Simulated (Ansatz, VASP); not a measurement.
## Au: VASP beside Ansatz

```
CELL_PARAMETERS angstrom
0.00000 2.07912 2.07912
2.07912 0.00000 2.07912
2.07912 2.07912 0.00000
ATOMIC_POSITIONS crystal
Au 0.00000 0.00000 0.00000
```

Alike in both runs: functional PBE; k mesh 18 × 18 × 18; occupations gaussian, width 0.3 eV; no spin polarisation.

Ansatz relaxed the structure, and its values are those at the end. VASP's run is a single point on that final structure, the one shown.

|  | VASP | Ansatz |
| --- | --- | --- |
| version | VASP 6.6.1 | Ansatz 0.2.0 |
| potentials or method | VASP PAW PBE potentials, release 64 (Au) | scalar-relativistic, plane waves, PAW |
| plane-wave cutoff (eV) | 520 | 420 |
| valence electrons in the cell | 11 | 19 |

```tsv
	VASP	Ansatz	Ansatz less VASP
gap on the k mesh at the Fermi level (eV)	none	none	-
pressure (GPa)	-0.3	0.0	+0.24
```

A gap of «none» marks a metal or a gap that the smearing closes. The two sets of potentials don't hold the same shells in valence.

The runs have no spin-orbit coupling, so splittings on Au are missing.
